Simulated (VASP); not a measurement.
## How biaxial strain in the (001) plane changes BAs (F-43m)

Wanted: the response of BAs to biaxial strain in the (001) plane, as a table, with a fit that predicts a row left out.

Calculated with VASP 6.6.1; LDA; plane waves and PAW (B, As), in the first sound run; inputs show where later runs differ.

## 1. The structure

The structure is cubic, space group F-43m (No. 216). The conventional cell has a = 4.777 Å, b = 4.777 Å, c = 4.777 Å, α = 90.00°, β = 90.00°, γ = 90.00°. Nearest to B lie 4 As at 2.07 Å. Nearest to As lie 4 B at 2.07 Å. Farther neighbours are not listed.

## 2. Relax the crystal, LDA

The series starts from the cell that this level prefers, so that zero strain is near zero stress.

This step took 2 runs in a row; the last is shown.

Level: LDA; plane waves and PAW (B, As).

Input file INCAR:

```
SYSTEM = BAs
PREC = Accurate
ENCUT = 480
EDIFF = 1E-07
NELM = 120
ISMEAR = 0
SIGMA = 0.02
LREAL = .FALSE.
ALGO = Normal
GGA = CA
NBANDS = 10
LASPH = .TRUE.
LORBIT = 11
LWAVE = .FALSE.
LCHARG = .FALSE.
KPAR = 16
IBRION = 2
NSW = 40
ISIF = 3
EDIFFG = -0.005
POTIM = 0.4
```

Input file POSCAR:

```
BAs
1.0
    0.0000000000      2.3711864423      2.3711864423
    2.3711864423      0.0000000000      2.3711864423
    2.3711864423      2.3711864423      0.0000000000
B As
1 1
Direct
    0.0000000000      0.0000000000      0.0000000000
    0.2500000000      0.2500000000      0.2500000000
```

Input file KPOINTS:

```
Automatic mesh
0
Gamma
11 11 11
0 0 0
```

The projector-augmented-wave data sets are B and As (LDA family, release 64).

The run is started by

```
> mpirun -np 16 vasp_std
```

Log:

```text
[banner, memory and clock lines left out]
running   16 mpi-ranks, on    1 nodes
[...]
|                                                                             |
|           W    W    AA    RRRRR   N    N  II  N    N   GGGG   !!!           |
|           W    W   A  A   R    R  NN   N  II  NN   N  G    G  !!!           |
|           W    W  A    A  R    R  N N  N  II  N N  N  G       !!!           |
|           W WW W  AAAAAA  RRRRR   N  N N  II  N  N N  G  GGG   !            |
|           WW  WW  A    A  R   R   N   NN  II  N   NN  G    G                |
|           W    W  A    A  R    R  N    N  II  N    N   GGGG   !!!           |
|                                                                             |
|     For optimal performance we recommend to set                             |
|       NCORE = 2 up to number-of-cores-per-socket                            |
|     NCORE specifies how many cores store one orbital (NPAR=cpu/NCORE).      |
|     This setting can greatly improve the performance of VASP for DFT.       |
[...]
|     Unfortunately you need to use the default for GW and RPA                |
|     calculations (for HF NCORE is supported but not extensively tested      |
|     yet).                                                                   |
|                                                                             |

 LDA part: xc-table for (Slater(with rela. corr.)+CA(PZ))
 , standard interpolation
 POSCAR, INCAR and KPOINTS ok, starting setup
[...]
entering main loop
       N       E                     dE             d eps       ncg     rms          rms(c)
DAV:   1     0.116236973695E+02    0.11624E+02   -0.37856E+03  1120   0.671E+02
DAV:   2    -0.129845126785E+02   -0.24608E+02   -0.23448E+02  1546   0.106E+02
DAV:   3    -0.136938673852E+02   -0.70935E+00   -0.70778E+00  1340   0.180E+01
DAV:   4    -0.136959049849E+02   -0.20376E-02   -0.20375E-02  1350   0.105E+00
[...]
DAV:  11    -0.129262887899E+02   -0.13916E-05   -0.16086E-06  1362   0.929E-03    0.130E-02
DAV:  12    -0.129262886184E+02    0.17145E-06   -0.80753E-07  1244   0.399E-03    0.292E-03
DAV:  13    -0.129262886224E+02   -0.40168E-08   -0.29093E-08   710   0.126E-03
   1 F= -.12926289E+02 E0= -.12926289E+02  d E =-.129263E+02
[...]
reached required accuracy - stopping structural energy minimisation
```

Wall time 1.6 s (16 MPI ranks of AMD EPYC 9R45, shared host); peak memory 1.8 GiB.

The logs omit lines about the potential files and the build; timing stands in the text.

OUTCAR, selected parts (step 2):

```text
  Total        0.0001635      0.0001635      0.0001635      0.0000000     -0.0000000     -0.0000000
  in kB        0.0098259      0.0098259      0.0098259      0.0000000     -0.0000000     -0.0000000
  external PRESSURE =       0.0098259 kB  Pullay stress =       0.0000000 kB

 POSITION                                       TOTAL-FORCE (eV/Angst)
 -----------------------------------------------------------------------------------
      0.00000      0.00000      0.00000         0.000000      0.000000      0.000000
      1.18559      1.18559      1.18559        -0.000000     -0.000000     -0.000000
 -----------------------------------------------------------------------------------
    total drift:                                0.000000      0.000000      0.000000

  FREE ENERGIE OF THE ION-ELECTRON SYSTEM (eV)
  ---------------------------------------------------
  free  energy   TOTEN  =       -12.9262886224 eV

  energy  without entropy=      -12.9262886224  energy(sigma->0) =      -12.92628862

 reached required accuracy - stopping structural energy minimisation

[... 3 further parts left out ...]
[key lines of the parts left out:]
E-fermi :   6.5873
```

Numbers from this step:

```
energy(sigma→0) of the program : -12.9263 eV
stress, compression positive   : xx, yy, zz 0.00, 0.00, 0.00 GPa
volume                         : 26.664 Å³
ionic steps                    : 1
```

## 3. Strain along the normal, LDA

One member in full: the plane is strained by 2 %, and the strain along the normal is moved by secant steps until the normal stress is under 0.012 GPa or five steps are spent; the atoms relax at each step.

This step took 3 runs, each at a new trial strain with the atoms of the one before; the last is shown.

Level: LDA; plane waves and PAW (B, As); cell typed or built by script.

Edit INCAR of step 2 so:

```diff
@@ -15,7 +15,7 @@
 LCHARG = .FALSE.
-KPAR = 16
-IBRION = 2
-NSW = 40
-ISIF = 3
-EDIFFG = -0.005
-POTIM = 0.4
+KPAR = 4
+IBRION = 1
+NSW = 25
+ISIF = 2
+EDIFFG = -0.004
+POTIM = 0.3
```

Input file POSCAR:

```
BAs
1.0
    0.0000000000      2.4186101710      2.3457210360
    2.4186101710      0.0000000000      2.3457210360
    2.4186101710      2.4186101710      0.0000000000
B As
1 1
Direct
    0.0000000000      0.0000000000      0.0000000000
    0.2500000000      0.2500000000      0.2500000000
```

KPOINTS is that of step 2.

The run is started by

```
> mpirun -np 4 vasp_std
```

Log:

```text
[banner, memory and clock lines left out]
running    4 mpi-ranks, on    1 nodes
[...]
LDA part: xc-table for (Slater(with rela. corr.)+CA(PZ))
 , standard interpolation
 POSCAR, INCAR and KPOINTS ok, starting setup
[...]
entering main loop
       N       E                     dE             d eps       ncg     rms          rms(c)
DAV:   1     0.943667581069E+01    0.94367E+01   -0.36334E+03  2520   0.654E+02
DAV:   2    -0.130171433071E+02   -0.22454E+02   -0.21504E+02  3496   0.103E+02
DAV:   3    -0.136103745339E+02   -0.59323E+00   -0.59202E+00  2924   0.165E+01
DAV:   4    -0.136121973761E+02   -0.18228E-02   -0.18227E-02  3158   0.102E+00
[...]
DAV:  11    -0.129057929328E+02   -0.13796E-05   -0.14816E-06  3036   0.915E-03    0.122E-02
DAV:  12    -0.129057927718E+02    0.16107E-06   -0.84368E-07  2790   0.403E-03    0.272E-03
DAV:  13    -0.129057927741E+02   -0.23531E-08   -0.30416E-08  1608   0.129E-03
   1 F= -.12905793E+02 E0= -.12905793E+02  d E =-.129058E+02
 BRION: g(F)=  0.373E-47 g(S)=  0.000E+00
 reached required accuracy - stopping structural energy minimisation
```

It took 4.6 s on 4 MPI ranks; peak memory 0.48 GiB; 13 s of CPU time.

Parts of OUTCAR (step 3):

```text
  Total       -1.0308673     -1.0308673      0.0001446      0.0000000      0.0000000     -0.0000000
  in kB      -60.1831948    -60.1831948      0.0084443      0.0000000      0.0000000     -0.0000000
  external PRESSURE =     -40.1193151 kB  Pullay stress =       0.0000000 kB

 POSITION                                       TOTAL-FORCE (eV/Angst)
 -----------------------------------------------------------------------------------
      0.00000      0.00000      0.00000        -0.000000     -0.000000      0.000000
      1.20931      1.20931      1.17286         0.000000      0.000000      0.000000
 -----------------------------------------------------------------------------------
    total drift:                                0.000000      0.000000     -0.000000

  FREE ENERGIE OF THE ION-ELECTRON SYSTEM (eV)
  ---------------------------------------------------
  free  energy   TOTEN  =       -12.9057927741 eV

  energy  without entropy=      -12.9057927741  energy(sigma->0) =      -12.90579277

[... 1 part as in an earlier step ...]

[... 3 further parts left out ...]
[key lines of the parts left out:]
E-fermi :   6.4275
```

Numbers from this step:

| Property | Result |
| --- | --- |
| energy(sigma→0) of the program | -12.9058 eV |
| stress, compression positive | xx, yy, zz -6.02, -6.02, 0.00 GPa |
| ionic steps | 1 |

## 4. Band edges, HSE06

Short lines in KPOINTS_OPT sample the zone centre along and across the normal of the plane, for masses, and the other valleys.

Level: HSE06; plane waves and PAW (B, As); cell typed or built by script.

Input file INCAR:

```
SYSTEM = BAs
PREC = Accurate
ENCUT = 480
EDIFF = 1E-06
NELM = 100
ISMEAR = 0
SIGMA = 0.02
LREAL = .FALSE.
ALGO = Normal
LHFCALC = .TRUE.
AEXX = 0.25
GGA = PE
HFSCREEN = 0.2
LASPH = .TRUE.
NBANDS = 9
PRECFOCK = Fast
LWAVE = .FALSE.
LCHARG = .FALSE.
KPAR = 4
```

POSCAR is that of step 3.

Input file KPOINTS:

```
Automatic mesh
0
Gamma
6 6 6
0 0 0
```

Input file KPOINTS_OPT:

```
Line mode
6
Line-mode
Reciprocal
  0.00000000   0.00000000   0.00000000
  0.01866665   0.01866665   0.00000000

  0.00000000   0.00000000   0.00000000
 -0.00000000  -0.01924669  -0.01924669

  0.31000000   0.31000000   0.00000000
  0.50000000   0.50000000   0.00000000

  0.00000000   0.31000000   0.31000000
  0.00000000   0.50000000   0.50000000

  0.45000000   0.45000000   0.45000000
  0.50000000   0.50000000   0.50000000

  0.45000000   0.00000000   0.00000000
  0.50000000   0.00000000   0.00000000

  0.42500000   0.42500000   0.00000000
  0.42500000   0.44424669   0.01924669

  0.50000000   0.50000000   0.50000000
  0.48639054   0.51360946   0.50000000
```

The run is started by

```
> mpirun -np 4 vasp_std
```

Log:

```text
[banner, memory and clock lines left out]
running    4 mpi-ranks, on    1 nodes
[...]
|                                                                             |
|               ----> ADVICE to this user running VASP <----                  |
|                                                                             |
|     You enforced a specific xc type in the INCAR file but a different       |
|     [... a line on the potential file left out ...]
|     I HOPE YOU KNOW WHAT YOU ARE DOING!                                     |
|                                                                             |

 LDA part: xc-table for (Slater+PW92), standard interpolation
 found WAVECAR, reading the header
 POSCAR, INCAR and KPOINTS ok, starting setup
[...]
reading WAVECAR
 the WAVECAR file was read successfully
 initial charge from wavefunction
 entering main loop
       N       E                     dE             d eps       ncg     rms          rms(c)
DAV:   1    -0.133465471059E+02   -0.13347E+02   -0.78583E-01   557   0.731E+00    0.282E+00
DAV:   2    -0.133497315860E+02   -0.31845E-02   -0.79995E-03   621   0.718E-01    0.182E+00
DAV:   3    -0.133483238157E+02    0.14078E-02   -0.11461E-03   629   0.196E-01    0.105E+00
DAV:   4    -0.133479001903E+02    0.42363E-03   -0.34880E-04   566   0.113E-01    0.575E-01
DAV:   5    -0.133477613579E+02    0.13883E-03   -0.61532E-05   592   0.608E-02    0.322E-01
DAV:   6    -0.133477152254E+02    0.46132E-04   -0.18835E-05   669   0.368E-02    0.181E-01
DAV:   7    -0.133477013399E+02    0.13886E-04   -0.64472E-06   685   0.217E-02    0.102E-01
DAV:   8    -0.133476975313E+02    0.38086E-05   -0.20082E-06   555   0.122E-02    0.573E-02
DAV:   9    -0.133476967997E+02    0.73164E-06   -0.70378E-07   276   0.732E-03
   1 F= -.13347697E+02 E0= -.13347697E+02  d E =-.203793E-25
 Start KPOINTS_OPT (optional k-point list driver)
k-point batch [1-30\48]
       N       E                     dE             ncg
DAV:   1     0.855385821236E+03   -0.43039E+04      540
DAV:   2     0.401726103799E+02   -0.81521E+03      787
DAV:   3    -0.212448922101E+02   -0.61418E+02      652
DAV:   4    -0.217631890859E+02   -0.51830E+00      657
DAV:   5    -0.217714725869E+02   -0.82835E-02      619
DAV:   6    -0.217715025092E+02   -0.29922E-04      629
DAV:   7    -0.217715026344E+02   -0.12528E-06      527
k-point batch [31-48\48]
       N       E                     dE             ncg
DAV:   1     0.382601168762E+04   -0.48821E+04      324
DAV:   2     0.334239566470E+04   -0.48362E+03      429
DAV:   3     0.331122696512E+04   -0.31169E+02      427
DAV:   4     0.331101275688E+04   -0.21421E+00      393
DAV:   5     0.331101152280E+04   -0.12341E-02      394
DAV:   6     0.331101151895E+04   -0.38540E-05      411
DAV:   7     0.331101151893E+04   -0.17077E-07      396
```

Run time: 1.8 min. Hardware: 4 MPI ranks; peak memory 0.93 GiB; 6.5 min of CPU time.

From OUTCAR (step 4):

```text
  LATTYP: Found a body centered tetragonal cell.
 ALAT       =     3.4204313059
 C/A-ratio  =     1.3715937121

 Subroutine GETGRP returns: Found  8 space group operations
 (whereof  8 operations were pure point group operations)

The static configuration has the point symmetry D_2d.

 Found     30 irreducible k-points:

   k-points           NKPTS =     30   k-points in BZ     NKDIM =    216   number of bands    NBANDS=      9

   dimension x,y,z NGX =    24 NGY =   24 NGZ =   24
   dimension x,y,z NGXF=    48 NGYF=   48 NGZF=   48

   ENCUT  =  480.0 eV  35.28 Ry    5.94 a.u.   6.02  6.02  6.11*2*pi/ulx,y,z

   NELECT =       8.0000    total number of electrons

  exchange ACFDT corr.  =         0.00000000  see jH, gK, PRB 81, 115126

 E-fermi :   6.2539

 k-point     1 :       0.0000    0.0000    0.0000
  band No.  band energies     occupation
      1     -10.9760      2.00000
      2       5.8124      2.00000
      3       5.8124      2.00000
      4       6.1134      2.00000
      5       9.9069      0.00000
      6      10.1090      0.00000
      7      10.1090      0.00000
      8      11.6704      0.00000
      9      16.5195      0.00000

 k-point     2 :       0.1667   -0.0000    0.0000
  band No.  band energies     occupation
      1     -10.4796      2.00000
      2       2.7339      2.00000
      3       5.0716      2.00000
      4       5.3245      2.00000
      5      10.0499      0.00000
      6      10.9735      0.00000
      7      11.0131      0.00000
      8      13.7045      0.00000
      9      17.9579      0.00000

 POSITION                                       TOTAL-FORCE (eV/Angst)
 -----------------------------------------------------------------------------------
      0.00000      0.00000      0.00000        -0.000000     -0.000000     -0.000000
      1.20931      1.20931      1.17286         0.000000      0.000000      0.000000
 -----------------------------------------------------------------------------------
    total drift:                                0.000000      0.000000     -0.000000

  FREE ENERGIE OF THE ION-ELECTRON SYSTEM (eV)
  ---------------------------------------------------
  free  energy   TOTEN  =       -13.3476967997 eV

  energy  without entropy=      -13.3476967997  energy(sigma->0) =      -13.34769680

[... 1 part as in an earlier step ...]

[... 7 further parts left out ...]
```

This run gave:

| Quantity | Value |
| --- | --- |
| energy(sigma→0) of the program | -13.3477 eV |

## 5. The table

Hybrid runs start from orbitals of a short LDA run, not shown.

Runs beyond LDA use the data sets made with LDA; this shifts their levels slightly, and their total energies have another zero.

The other members went through these steps as far as the tables show, with the same cutoff and, step by step, the same mesh; 41 runs are not shown. The session took 1.4 core hours (wall time by ranks) on a shared machine.

| in-plane strain (%) | strain along the normal (%) | in-plane stress, tension positive (GPa) | energy above the unstrained row (meV/atom) | gap on the mesh, LDA (eV) |
| --- | --- | --- | --- | --- |
| -2.000 | 1.065 | -6.995 | 11.367 | 0.873 |
| -1.500 | 0.799 | -5.149 | 6.344 | 0.940 |
| -1.000 | 0.533 | -3.369 | 2.804 | 1.006 |
| -0.500 | 0.267 | -1.654 | 0.705 | 1.071 |
| 0 | 0.000 | -0.001 | 0.000 | 1.136 |
| 0.500 | -0.266 | 1.592 | 0.648 | 1.026 |
| 1.000 | -0.535 | 3.124 | 2.599 | 0.918 |
| 1.500 | -0.804 | 4.599 | 5.813 | 0.813 |
| 2.000 | -1.074 | 6.018 | 10.248 | 0.709 |

Slopes at zero strain, from cubics through all rows: strain ratio -0.534, stress over strain 324 GPa. For a cubic crystal strained in (001) the ratio is −2C₁₂/C₁₁.

Band edges at HSE06, counted from the valence-band top at Γ, with one row partly withheld:

| in-plane strain (%) | gap (eV) | conduction band at Γ (eV) | Δ or X valley along z (eV) | Δ or X valley along x (eV) | lowest conduction level at L, [111] (eV) | lowest conduction level at L, [-111] (eV) | second valence level below the top (eV) | third valence level below the top (eV) |
| --- | --- | --- | --- | --- | --- | --- | --- | --- |
| -2.000 | 1.560 | 4.029 | 1.982 | 1.553 | 3.707 | 3.707 | 0.000 | 0.337 |
| -1.500 | 1.631 | 4.062 | 1.946 | 1.625 | 3.724 | 3.724 | 0.000 | 0.249 |
| -1.000 | 1.702 | 4.095 | 1.909 | 1.697 | 3.728 | 3.728 | 0.000 | 0.164 |
| -0.500 | 1.772 | 4.128 | 1.873 | 1.767 | 3.722 | 3.722 | 0.000 | 0.081 |
| 0 | 1.842 | 4.161 | 1.836 | 1.836 | 3.706 | 3.706 | 0.000 | 0.000 |
| 0.500 | ? | 4.066 | ? | 1.827 | 3.602 | 3.602 | 0.078 | 0.078 |
| 1.000 | 1.614 | 3.973 | 1.609 | 1.819 | 3.494 | 3.494 | 0.155 | 0.155 |
| 1.500 | 1.503 | 3.882 | 1.499 | 1.812 | 3.382 | 3.382 | 0.229 | 0.229 |
| 2.000 | 1.394 | 3.793 | 1.390 | 1.806 | 3.266 | 3.266 | 0.301 | 0.301 |

## 6. Working out the slope

The quantity to fit is the splitting of the Δ or X valleys (z less x) at HSE06: 0.429, 0.321, 0.213, 0.106, 0.000, -0.209, -0.313, -0.416 eV in the rows shown.

Fitting a parabola to the 8 known rows (d: strain along the axis less the strain across it, in %) gives E = 7.78e-4 d² + 0.1376 d − 5.36e-6 in eV; the residuals are 3.3e-5 eV r.m.s.

For the withheld row, d = -0.7655, the fit gives -0.1049 eV.

## 7. Checking the prediction

The calculation gives -0.1050 eV, so the prediction is 0.0001 eV too high.

The splitting is Ξu times d, with d as a fraction, so the linear term gives Ξu = 13.8 eV.

## 8. Results

| Quantity | Value |
| --- | --- |
| ratio of normal to in-plane strain | -0.534 |
| biaxial modulus | 324 GPa |
| gap of the unstrained cell, HSE06 | 1.84 eV |
| shear deformation potential Ξu of the Δ or X valleys | 13.8 eV |
| error of the predicted row | 0.1 meV |
| valence shear potential \|b\|, HSE06 | 3.45 eV |

As a check, the curvature of the energy gives 325 GPa for the same modulus (energy per volume = M × strain²), 0 % from the slope of the stress. At HSE06 the lowest conduction valley is Δ or X throughout, and the gap runs between 1.39 and 1.84 eV. Without spin-orbit coupling the three valence levels split by 3|b| times the difference of the strains; the rows within 1 % give |b| = 3.45 eV. Hole masses are left out throughout, since the top bands are degenerate or cross in many series; of conduction masses, those of the Γ, L and (for Si and Ge under (001) strain) Δ valleys are kept where they change by under an eighth between rows. A measured gap of unstrained BAs is 4.12 eV (arxiv:1911.04914, direct gap from square of absorption coefficient, average of two samples, so it belongs beside the lowest direct gap, not the least one, 300 K); the static gaps here belong to the lattice relaxed at LDA. HSE06 ran on a coarser mesh than the semilocal levels. Spin-orbit coupling is left out at HSE06, so the valence splittings there lack it. Δ or X levels are the lowest on their line, refined by a parabola unless they lie at X; the gap is read from all points sampled and can differ from the lowest valley by some meV, or by tens of meV where strain moves the valence top off Γ. Temperature, zero-point motion and excitons are left out.

[Lines on the potential files, build, host, timing and source positions are cut from VASP's logs without a mark.]

[Logs are printed without paths, hosts, clocks, repeated set-up lines and the standing remarks that a program may print on its own settings, such as how far it seeks lower states.]

[Hosts, paths, dates, database ids (printed as entryN), source tags and the programs' standing remarks are cut or masked in the printed files.]

[In band tables of VASP the shares of atoms and orbitals are scaled to a sum of 1 inside the atoms' spheres.]
